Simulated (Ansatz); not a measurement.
## Au: equation of state with PBE

Au:

```
Au
1.0
     0.00000    2.03500    2.03500
     2.03500    0.00000    2.03500
     2.03500    2.03500    0.00000
Au
1
Direct
  0.00000 0.00000 0.00000
```

- Program: Ansatz 0.2.0
- Task: equation of state
- Functional: PBE
- Potentials or basis: Ansatz NC
- Cutoff: 1034 eV
- Density cutoff: 4136 eV
- k mesh: 11 × 11 × 11
- Occupations: fermi-dirac, width 0.05 eV
- Spin: no spin polarisation

The equilibrium volume is 17.96 Å³/atom (rough: see the caveat) and the bulk modulus is 142 GPa (rough).

Energy against volume, from the lowest point:
```tsv
volume (Å³/atom)	energy (meV/atom)
15.843	146.76
16.181	98.95
16.518	62.05
16.855	34.78
17.192	16.00
17.529	4.70
17.866	0.00
```

All runs of the series together: 7.7 s on 2 threads of Intel(R) Xeon(R) Platinum 8488C (Sapphire Rapids), on a shared host.

Caveat: the minimum lies outside the volumes run. The run has no spin-orbit coupling, so splittings on Au are missing.
